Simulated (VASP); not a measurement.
# MnO (F-43m) in VASP: notebook

Runs on MnO. Level: PBEsol+U. Tasks: single point.

Everything below comes from runs of VASP 6.6.1. Logs are shortened: lines on timing, memory, paths and dates and some standing lists are left out, and cuts for length are marked.

### Step 1. The crystal as given

The structure is cubic, space group F-43m (No. 216). Conventional cell: a = 4.873 Å, b = 4.873 Å, c = 4.873 Å, α = 90.00°, β = 90.00°, γ = 90.00°. Mn (site symmetry -43m) has 4 O at 2.11 Å as nearest neighbours. Around O (site symmetry -43m) lie 4 Mn at 2.11 Å.

Measurements of this composition are mostly on another form, of space group No. 225.

### Step 2. Single point, PBEsol+U, collinear spin, ferromagnetic start

INCAR reads:

```
PREC = Accurate ; ENCUT = 520
EDIFF = 1E-6 ; ISMEAR = 0
SIGMA = 0.05 ; LREAL = F
LASPH = T ; NELM = 100
ALGO = Fast ; ISIF = 2
LWAVE = F ; LCHARG = T
ISPIN = 2 ; MAGMOM = 4 0
LORBIT = 11 ; NUPDOWN = 1
LMAXMIX = 4 ; LDAU = T
LDAUTYPE = 2 ; LDAUL = 2 -1
LDAUU = 5 0 ; LDAUJ = 0 0
LDAUPRINT = 1 ; GGA = PS
LELF = T ; LVHAR = T
```

KPOINTS reads:

```
Automatic mesh
0
Gamma
  7 7 7
```

POSCAR reads:

```
MnO
1.0
    0.0000000000      2.4365134300      2.4365134300
    2.4365134300      0.0000000000      2.4365134300
    2.4365134300      2.4365134300      0.0000000000
Mn O
1 1
Direct
    0.0000000000      0.0000000000      0.0000000000
    0.2500000000      0.2500000000      0.2500000000
```

Potentials or basis: VASP PAW PBE potentials, release 64 (Mn_pv, O).

On the command line:

```
cat potpaw_PBE.64/Mn_pv/POTCAR potpaw_PBE.64/O/POTCAR > POTCAR
mpirun -np 1 vasp_std > vasp.out
```

OUTCAR:

```text
PREC = Accurate
   ENCUT = 520
   EDIFF = 1E-6
   ISMEAR = 0
   LREAL = F
   LASPH = T
   NELM = 100
   ISIF = 2
   ISPIN = 2
   LORBIT = 11
   NUPDOWN = 1
   GGA = PS

 ion  position               nearest neighbor table
   1  0.000  0.000  0.000-   2 2.11   2 2.11   2 2.11   2 2.11
   2  0.250  0.250  0.250-   1 2.11   1 2.11   1 2.11   1 2.11

  LATTYP: Found a face centered cubic cell.
 ALAT       =     4.8730268600

  Lattice vectors:

 A1 = (   0.0000000000,   2.4365134300,   2.4365134300)
 A2 = (   2.4365134300,   0.0000000000,   2.4365134300)
 A3 = (   2.4365134300,   2.4365134300,   0.0000000000)

Analysis of symmetry for initial positions (statically):
=====================================================================
 Subroutine PRICEL returns:
 Original cell was already a primitive cell.

 Routine SETGRP: Setting up the symmetry group for a
 face centered cubic supercell.

 Subroutine GETGRP returns: Found 24 space group operations
 (whereof 24 operations were pure point group operations)
 out of a pool of 48 trial point group operations.

The static configuration has the point symmetry T_d .

Analysis of symmetry for dynamics (positions and initial velocities):
=====================================================================
 Subroutine PRICEL returns:
 Original cell was already a primitive cell.

 Routine SETGRP: Setting up the symmetry group for a
 face centered cubic supercell.

 Subroutine GETGRP returns: Found 24 space group operations
 (whereof 24 operations were pure point group operations)
 out of a pool of 48 trial point group operations.

The dynamic configuration has the point symmetry T_d .

Analysis of structural, dynamic, and magnetic symmetry:
=====================================================================
 Subroutine PRICEL returns:
 Original cell was already a primitive cell.

 Routine SETGRP: Setting up the symmetry group for a
 face centered cubic supercell.

 Subroutine GETGRP returns: Found 24 space group operations
 (whereof 24 operations were pure point group operations)
 out of a pool of 48 trial point group operations.

The overall configuration has the point symmetry T_d .

 Subroutine INISYM returns: Found 24 space group operations
 (whereof 24 operations are pure point group operations),
 and found     1 'primitive' translations

----------------------------------------------------------------------------------------

                                     Primitive cell

  volume of cell :      28.9292

  direct lattice vectors                    reciprocal lattice vectors
     0.000000000  2.436513430  2.436513430    -0.205211264  0.205211264  0.205211264
     2.436513430  0.000000000  2.436513430     0.205211264 -0.205211264  0.205211264
     2.436513430  2.436513430  0.000000000     0.205211264  0.205211264 -0.205211264

  length of vectors
     3.445750338  3.445750338  3.445750338     0.355436335  0.355436335  0.355436335

  position of ions in fractional coordinates (direct lattice)
     0.000000000  0.000000000  0.000000000
     0.250000000  0.250000000  0.250000000

  ion indices of the primitive-cell ions
   primitive index   ion index
                 1           1
                 2           2

----------------------------------------------------------------------------------------

 KPOINTS: Automatic mesh

Automatic generation of k-mesh.
 Grid dimensions read from file:
 generate k-points for:    7    7    7

 Generating k-lattice:

  Cartesian coordinates                     Fractional coordinates (reciprocal lattice)
    -0.029315895  0.029315895  0.029315895     0.142857143  0.000000000  0.000000000
     0.029315895 -0.029315895  0.029315895     0.000000000  0.142857143  0.000000000
     0.029315895  0.029315895 -0.029315895     0.000000000  0.000000000  0.142857143

[... 90 lines left out ...]
  volume of cell :       28.93
 maximum number of plane-waves:       793
 NGX is ok and might be reduce to    28

atom =   1  type =  1  l = 2

 onsite density matrix

spin component  1

  0.3154  0.0000 -0.0000  0.0000 -0.0000
  0.0000  0.3154  0.0000  0.0000 -0.0000
 -0.0000  0.0000  0.9367  0.0000 -0.0000
  0.0000  0.0000  0.0000  0.3154  0.0000
 -0.0000 -0.0000 -0.0000  0.0000  0.9367

spin component  2

  0.6993  0.0000 -0.0000  0.0000 -0.0000
  0.0000  0.6993  0.0000 -0.0000 -0.0000
 -0.0000  0.0000  0.0267  0.0000  0.0000
  0.0000 -0.0000  0.0000  0.6993  0.0000
 -0.0000 -0.0000  0.0000  0.0000  0.0267

 occupancies and eigenvectors

  o =  0.0267  v =  0.0000  0.0000  0.0000  0.0000  0.0000  0.0000  0.0000 -0.1173 -0.0000  0.9931      0.0000  0.0000  0.0000  0.0000  0.0000  0.0000  0.0000  0.0000  0.0000  0.0000
  o =  0.0267  v =  0.0000  0.0000  0.0000  0.0000  0.0000  0.0000 -0.0000  0.9931 -0.0000  0.1173      0.0000  0.0000  0.0000  0.0000  0.0000  0.0000  0.0000  0.0000  0.0000  0.0000
  o =  0.3154  v =  0.0000  0.9931 -0.0000 -0.1177 -0.0000  0.0000  0.0000  0.0000  0.0000  0.0000      0.0000  0.0000  0.0000  0.0000  0.0000  0.0000  0.0000  0.0000  0.0000  0.0000
  o =  0.3154  v =  1.0000  0.0000  0.0000  0.0000  0.0000  0.0000  0.0000  0.0000  0.0000  0.0000      0.0000  0.0000  0.0000  0.0000  0.0000  0.0000  0.0000  0.0000  0.0000  0.0000
  o =  0.3154  v =  0.0000 -0.1177  0.0000 -0.9931  0.0000  0.0000  0.0000  0.0000  0.0000  0.0000      0.0000  0.0000  0.0000  0.0000  0.0000  0.0000  0.0000  0.0000  0.0000  0.0000
  o =  0.6993  v =  0.0000  0.0000  0.0000  0.0000  0.0000  0.0000 -0.6600 -0.0000  0.7513  0.0000      0.0000  0.0000  0.0000  0.0000  0.0000  0.0000  0.0000  0.0000  0.0000  0.0000
  o =  0.6993  v =  0.0000  0.0000  0.0000  0.0000  0.0000  0.0000 -0.7513 -0.0000 -0.6600 -0.0000      0.0000  0.0000  0.0000  0.0000  0.0000  0.0000  0.0000  0.0000  0.0000  0.0000
  o =  0.6993  v =  0.0000  0.0000  0.0000  0.0000  0.0000  1.0000  0.0000  0.0000  0.0000  0.0000      0.0000  0.0000  0.0000  0.0000  0.0000  0.0000  0.0000  0.0000  0.0000  0.0000
  o =  0.9367  v =  0.0000  0.0000  1.0000  0.0000  0.0017  0.0000  0.0000  0.0000  0.0000  0.0000      0.0000  0.0000  0.0000  0.0000  0.0000  0.0000  0.0000  0.0000  0.0000  0.0000
  o =  0.9367  v =  0.0000 -0.0000  0.0017 -0.0000 -1.0000  0.0000  0.0000  0.0000  0.0000  0.0000      0.0000  0.0000  0.0000  0.0000  0.0000  0.0000  0.0000  0.0000  0.0000  0.0000

 number of electron      19.0000008 magnetization       0.9999175

 Free energy of the ion-electron system (eV)
  ---------------------------------------------------
  ext. energy  EPLUGINS =         0.00000000
  ---------------------------------------------------
  free energy    TOTEN  =       -11.01412302 eV

  energy without entropy =      -11.00772793  energy(sigma->0) =      -11.01092548

 E-fermi :   3.6126     XC(G=0): -10.5584

 val. band max:        5.0223860048   @ k =   0.2857   0.2857   0.0000
 cond. band min:       3.6155336104   @ k =  -0.2857   0.2857   0.0000
 fundamental gap:     -1.4068523944
 Fermi energy:         5.1883412746

 spin component 1

 k-point     1 :       0.0000    0.0000    0.0000
  band No.  band energies     occupation
      1     -44.2874      1.00000
      2     -44.2873      1.00000
      3     -44.2873      1.00000
      4     -14.9921      1.00000
      5      -0.6266      1.00000
      6      -0.6265      1.00000
      7      -0.6265      1.00000
      8       0.4842      1.00000
      9       0.4845      1.00000
     10       3.3961      1.00000
     11       6.3073      0.00000
     12       6.3077      0.00000
[... 330 lines left out ...]
      1     -44.3064      1.00000
      2     -44.3018      1.00000
      3     -44.2954      1.00000
      4     -14.4871      1.00000
      5      -1.9159      1.00000
      6      -1.2125      1.00000
      7      -0.5263      1.00000
      8       1.0042      1.00000
      9       1.4223      1.00000
     10       3.6021      1.00000
     11       5.1930      0.44801
     12       5.2694      0.01092
     13      10.4745      0.00000
     14      11.7373      0.00000
     15      12.3285      0.00000
 Fermi energy:         3.6126485311

 spin component 2

 k-point     1 :       0.0000    0.0000    0.0000
  band No.  band energies     occupation
      1     -43.5855      1.00000
      2     -43.5855      1.00000
      3     -43.5854      1.00000
      4     -14.7541      1.00000
      5      -1.0828      1.00000
      6      -1.0828      1.00000
      7      -1.0827      1.00000
      8       3.9096      0.00000
      9       4.8105      0.00000
     10       4.8105      0.00000
     11       4.8109      0.00000
     12       6.8520      0.00000
[... 331 lines left out ...]
      2     -43.6004      1.00000
      3     -43.5939      1.00000
      4     -14.3013      1.00000
      5      -1.0869      1.00000
      6      -0.7749      1.00000
      7      -0.3890      1.00000
      8       2.0675      1.00000
      9       3.0270      1.00000
     10       3.1815      1.00000
     11       7.0023      0.00000
     12       7.2205      0.00000
     13      10.3838      0.00000
     14      12.4146      0.00000
     15      13.0769      0.00000

------------------------ aborting loop because EDIFF is reached ----------------------------------------

  FORCE on cell =-STRESS in cart. coord.  units (eV):
  Direction    XX          YY          ZZ          XY          YZ          ZX
  --------------------------------------------------------------------------------------
  -------------------------------------------------------------------------------------
  Total       -4.4745660     -4.4745660     -4.4745660      0.0000000     -0.0000000      0.0000000
  in kB     -247.8135644   -247.8135644   -247.8135644      0.0000000     -0.0000000      0.0000000
  external PRESSURE =    -247.8135644 kB  Pullay stress =       0.0000000 kB

 VOLUME and BASIS-vectors are now :
 -----------------------------------------------------------------------------
  energy-cutoff  :      520.00
  volume of cell :       28.93
      direct lattice vectors                 reciprocal lattice vectors
     0.000000000  2.436513430  2.436513430    -0.205211264  0.205211264  0.205211264
     2.436513430  0.000000000  2.436513430     0.205211264 -0.205211264  0.205211264
     2.436513430  2.436513430  0.000000000     0.205211264  0.205211264 -0.205211264

 POSITION                                       TOTAL-FORCE (eV/Angst)
 -----------------------------------------------------------------------------------
      0.00000      0.00000      0.00000         0.000000     -0.000000     -0.000000
      1.21826      1.21826      1.21826        -0.000000      0.000000      0.000000
 -----------------------------------------------------------------------------------
    total drift:                                0.000000      0.000000      0.000000

  FREE ENERGIE OF THE ION-ELECTRON SYSTEM (eV)
  ---------------------------------------------------
  free  energy   TOTEN  =       -11.0141230233 eV

  energy  without entropy=      -11.0077279294  energy(sigma->0) =      -11.01092548

 total charge

# of ion       s       p       d       tot
------------------------------------------
    1        0.215   6.182   4.948  11.345
    2        1.561   3.330   0.000   4.891
--------------------------------------------------
tot          1.776   9.512   4.948  16.237

 magnetization (x)

# of ion       s       p       d       tot
------------------------------------------
    1        0.017   0.011   0.666   0.694
    2        0.002   0.119   0.000   0.121
--------------------------------------------------
tot          0.019   0.131   0.666   0.816
```

Wall time 51 s (1 thread of AMD EPYC 7R43 (Zen 3), shared host); peak memory 0.13 GiB.

What came out:

```
Free energy                                           : -11.0141 eV
Pressure                                              : -24.8 GPa
Net moment                                            : 1.00 μB per cell
Site moments                                          : Mn +0.69; O +0.12 μB
Valence electrons inside the program's atomic spheres : Mn 11.35; O 4.89
```

Eigenvalues of the final occupation matrices:
| site | spin | trace | eigenvalues |
| --- | --- | --- | --- |
| site 1 d | 1 | 2.82 | 0.32 0.32 0.32 0.94 0.94 |
| site 1 d | 2 | 2.15 | 0.03 0.03 0.70 0.70 0.70 |

Caveat: the moment is held away from its start; the PAW data sets were made with another functional, which shifts forces and pressure a little; the total moment is fixed, so each spin has its own Fermi level; a cell with one magnetic atom can't hold antiferromagnetic order, which such compounds often take.

### Step 3. Single point, PBEsol+U, collinear spin, ferromagnetic start

INCAR reads:

```
SYSTEM = MnO
  ALGO = Fast
  EDIFF = 1E-6
  ENCUT = 520
  GGA = PS
  ISIF = 2
  ISMEAR = 0
  ISPIN = 2
  LASPH = .True.
  LCHARG = .False.
  LDAU = .True.
  LDAUJ = 0 0
  LDAUL = 2 -1
  LDAUPRINT = 1
  LDAUTYPE = 2
  LDAUU = 6 0
  LMAXMIX = 4
  LORBIT = 11
  LREAL = .False.
  LWAVE = .False.
  MAGMOM = 4 0
  NELM = 150
  PREC = Accurate
  SIGMA = 0.05
```

KPOINTS reads:

```
k-points
0
Gamma
  7 7 7
  0 0 0
```

POSCAR is that of step 2.

Potentials or basis: VASP PAW PBE potentials, release 64 (Mn_pv, O).

On the command line:

```
cat potpaw_PBE.64/Mn_pv/POTCAR potpaw_PBE.64/O/POTCAR > POTCAR
mpirun -np 1 vasp_std > vasp.out
```

It took 53 s on 1 thread of AMD EPYC 7R43 (Zen 3), shared host; peak memory 0.14 GiB.

The run converged. Its results:

| Quantity | Value |
| --- | --- |
| Free energy | -15.6064 eV |
| Pressure | -3.7 GPa |
| Band gap on the k mesh | none (metal or under the smearing width) |
| Net moment | 5.00 μB per cell |
| Site moments | Mn +4.67; O +0.05 μB |
| Valence electrons inside the program's atomic spheres | Mn 11.35; O 4.98 |

Levels at points of the mesh, in eV from the Fermi level:
Spin up:
```tsv
k point	band 10	band 11	band 12	band 13	band 14	band 15
(0.00, 0.00, 0.00)	-0.38	-0.02	-0.02	-0.02	12.62	12.62
```
Spin down:
```tsv
k point	band 5	band 6	band 7	band 8	band 9	band 10
(0.00, 0.00, 0.00)	-2.79	-2.79	-2.79	0.83	5.43	5.43
```

Eigenvalues of the final occupation matrices:
| site | spin | trace | eigenvalues |
| --- | --- | --- | --- |
| site 1 d | 1 | 4.77 | 0.95 0.95 0.96 0.96 0.96 |
| site 1 d | 2 | 0.17 | 0.02 0.02 0.05 0.05 0.05 |

Caveat: the PAW data sets were made with another functional, which shifts forces and pressure a little; a cell with one magnetic atom can't hold antiferromagnetic order, which such compounds often take.

### Step 4. Single point, PBEsol+U, collinear spin, antiferromagnetic start

This run uses another cell than the first one: it holds 4 atoms, not 2.

INCAR reads:

```
SYSTEM = MnO
  PREC = Accurate
  ENCUT = 520
  EDIFF = 1E-6
  ISMEAR = 0
  SIGMA = 0.05
  LREAL = .FALSE.
  LASPH = .TRUE.
  NELM = 100
  ALGO = Fast
  ISIF = 2
  LWAVE = .FALSE.
  LCHARG = .TRUE.
  ISPIN = 2
  MAGMOM = 4 -4 0 0
  LORBIT = 11
  LMAXMIX = 4
  LDAU = .TRUE.
  LDAUTYPE = 2
  LDAUL = 2 -1
  LDAUU = 6 0
  LDAUJ = 0 0
  LDAUPRINT = 1
  GGA = PS
  LELF = .TRUE.
  LVHAR = .TRUE.
```

KPOINTS reads:

```
regular mesh
0
G
  7 7 7
  0 0 0
```

POSCAR reads:

```
MnO
1.0
    0.0000000000      2.4365134300      2.4365134300
    2.4365134300      0.0000000000      2.4365134300
    4.8730268600      4.8730268600      0.0000000000
Mn O
2 2
Direct
    0.0000000000      0.0000000000      0.0000000000
    0.0000000000      0.0000000000      0.5000000000
    0.2500000000      0.2500000000      0.1250000000
    0.2500000000      0.2500000000      0.6250000000
```

On the command line:

```
cat potpaw_PBE.64/Mn_pv/POTCAR potpaw_PBE.64/O/POTCAR > POTCAR
mpirun -np 1 vasp_std > vasp.out
```

Run time: 6.1 min. Hardware: 1 thread of AMD EPYC 7R43 (Zen 3), shared host; peak memory 0.23 GiB.

The run converged, but a check on its numbers failed (symmetry, net force, bounds or a known fault of this set-up), so they aren't taken as properties of the crystal.

Caveat: the result breaks the symmetry of the cell; the PAW data sets were made with another functional, which shifts forces and pressure a little; an odd mesh through Γ misses points on the zone boundary, where band edges often lie.
